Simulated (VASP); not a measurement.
## Si: Wannier functions by SCDM with PBE+D3

Crystal: Si.

```xyz
1
Lattice="2.6205 0.0000 0.0000 -1.3103 2.2695 0.0000 0.0000 0.0000 2.4664" Properties=species:S:1:pos:R:3 pbc="T T T"
Si    0.0000    0.0000    0.0000
```

This isn't the form of Si at room conditions, which is diamond.

```yaml
Program: VASP 6.6.1
Task: Wannier functions by SCDM
Functional: PBE
Dispersion: D3
Potentials_or_basis: VASP PAW PBE potentials, release 64 (Si)
Cutoff: 520 eV
k_mesh: 6 × 6 × 6
Occupations: gaussian, width 0.1 eV
Spin: no spin polarisation
Further_INCAR_settings: ALGO = Normal; EDIFF = 1e-07; ISYM = -1
```

```json
{
 "Band gap along the path": "none (metal or under the smearing width)",
 "Dispersion energy per atom": "-0.183 eV"
}
```

Levels at the corners of the path, in eV from the Fermi level:
```csv
point,band 1,band 2,band 3,band 4,band 5
Γ,-14.76,6.87,7.38,9.76,9.76
M,-8.26,-7.42,4.55,5.90,12.26
M,-8.26,-7.42,4.55,5.90,12.26
K,-6.36,-5.19,-5.19,13.27,14.87
K,-6.36,-5.19,-5.19,13.27,14.87
Γ,-14.76,6.87,7.38,9.76,9.76
Γ,-14.76,6.87,7.38,9.76,9.76
A,-9.83,-7.87,13.40,13.40,14.45
A,-9.83,-7.87,13.40,13.40,14.45
L,-3.53,-2.78,-2.48,0.83,8.24
L,-3.53,-2.78,-2.48,0.83,8.24
H,-1.69,-1.37,-1.37,0.45,3.17
H,-1.69,-1.37,-1.37,0.45,3.17
A,-9.83,-7.87,13.40,13.40,14.45
L,-3.53,-2.78,-2.48,0.83,8.24
M,-8.26,-7.42,4.55,5.90,12.26
K,-6.36,-5.19,-5.19,13.27,14.87
H,-1.69,-1.37,-1.37,0.45,3.17
```

It took 11 s on 1 thread of AMD EPYC 7R13 Processor (Zen 3), with other jobs on the host, peak memory 0.12 GiB.

Caveat: the k mesh is coarse (spacing up to 0.46 Å⁻¹), so the values aren't converged.
